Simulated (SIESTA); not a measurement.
# CdSe under changes of volume

One of the cells (23.738 Å³/atom); the others are scaled copies at fixed shape and fractional positions:

```
CELL_PARAMETERS angstrom
0.00000 2.87396 2.87396
2.87396 0.00000 2.87396
2.87396 2.87396 0.00000
ATOMIC_POSITIONS crystal
Cd 0.00000 0.00000 0.00000
Se 0.50000 0.50000 0.50000
```

Measurements of this composition are mostly on another form, of space group No. 186.

```yaml
Program: SIESTA 5.4.2
Functional: LDA
Potentials_or_basis: PseudoDojo 0.4 standard (LDA files)
Basis: DZP (energy shift 0.003 Ry; two zetas on semicore shells)
Grid_cutoff: 800 Ry
Energy_shift: 0.003 Ry
k_mesh: 8 × 8 × 8
Occupations: fermi-dirac, width 0.05 eV
Spin: no spin polarisation
```

```tsv
volume (Å³/atom)	energy over the lowest point (meV/atom)	pressure (GPa)
22.314	0.00	-2.0
22.788	8.04	-3.4
23.263	20.15	-4.7
23.738	35.82	-5.8
24.213	?	?
24.687	76.04	-7.7
25.162	99.94	-8.4
```

**Question.** What does the run at 24.213 Å³/atom give?

**Answer.** Energy over the lowest point 54.56 meV/atom; pressure -6.8 GPa.

Worked out: A Birch-Murnaghan fit of order 3 (a polynomial in V^(-2/3)) to the other rows has its minimum at 21.75 Å³/atom, just outside them, with B0 = V·E''(V) = 83 GPa and B' = 4.9. It gives 54.59 meV/atom at 24.213 Å³/atom, against the run's 54.56, and -dE/dV = -6.8 GPa, against -6.8.

Energies are extrapolated to zero smearing.

Caveats: the basis of atomic orbitals isn't converged, which shifts pressures, moduli and gaps.
